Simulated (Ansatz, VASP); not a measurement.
# Two plane-wave programs on PbSe (Clausthalite)

Contents of INCAR:

```
SYSTEM = PbSe
PREC = Accurate
ENCUT = 580
EDIFF = 1E-7
ISMEAR = -1
SIGMA = 0.05
LREAL = .FALSE.
LASPH = .TRUE.
NELM = 80
ALGO = Fast
ISIF = 3
LWAVE = .FALSE.
LCHARG = .FALSE.
GGA = PE
IBRION = 2
NSW = 60
EDIFFG = -0.02
```

The input KPOINTS:

```
Automatic mesh
0
G
  8 8 8
  0 0 0
```

POSCAR

```
PbSe
1.0
    0.0000000000      3.0606500000      3.0606500000
    3.0606500000      0.0000000000      3.0606500000
    3.0606500000      3.0606500000      0.0000000000
Pb Se
1 1
Direct
    0.0000000000      0.0000000000      0.0000000000
    0.5000000000      0.5000000000      0.5000000000
```

input.yaml

```yaml
crystal:
  lattice:
    - [0.0, 3.06065, 3.06065]
    - [3.06065, 0.0, 3.06065]
    - [3.06065, 3.06065, 0.0]
  atoms:
    - { symbol: Pb, position: [0.0, 0.0, 0.0] }
    - { symbol: Se, position: [0.5, 0.5, 0.5] }
hamiltonian:
  xc: pbe
  pseudopotentials: { kind: paw }
kpoints:
  mp_grid: { grid: [8, 8, 8] }
scf:
  occupations: { method: fermi_dirac, width: 0.05 }
output:
  forces: true
  stress: true
  write_density: true
  write_potential: true
  elf: true
  volumetric_format: npy
relax:
  f_tol: 0.01
  max_steps: 40
  cell: { stress_tol: 0.05 }
```

Alike in both runs: task relaxation of cell and atoms; functional PBE; k mesh 8 × 8 × 8; occupations fermi-dirac, width 0.05 eV; no spin polarisation.

```csv
,VASP,Ansatz
version,VASP 6.6.1,Ansatz 0.2.0
potentials or method,"VASP PAW PBE potentials, release 54 (Pb, Se)",Ansatz PAW
plane-wave cutoff (eV),580,420
valence electrons in the cell,10,30
```

```csv
,VASP,Ansatz,Ansatz less VASP
"gap on the k mesh at the Fermi level, each at its own relaxed structure (eV)",0.42,0.43,+0.012
relaxed volume (Å³/atom),29.87,30.04,+0.177
relaxed cell length with the largest relative difference (Å),4.388,4.396,+0.0087
energy change over the relaxation (meV/atom),-8,-10,-2.2
```

The two sets of potentials don't hold the same shells in valence.

Caveats: spin-orbit coupling is left out, which as a rule narrows the gap of such compounds by several tenths of an eV; the plane-wave basis is chosen anew once the cell has moved, so the energies of steps on either side of that aren't comparable (Ansatz). Zero-point motion and thermal expansion aren't in these numbers. A k mesh can miss the band edges.
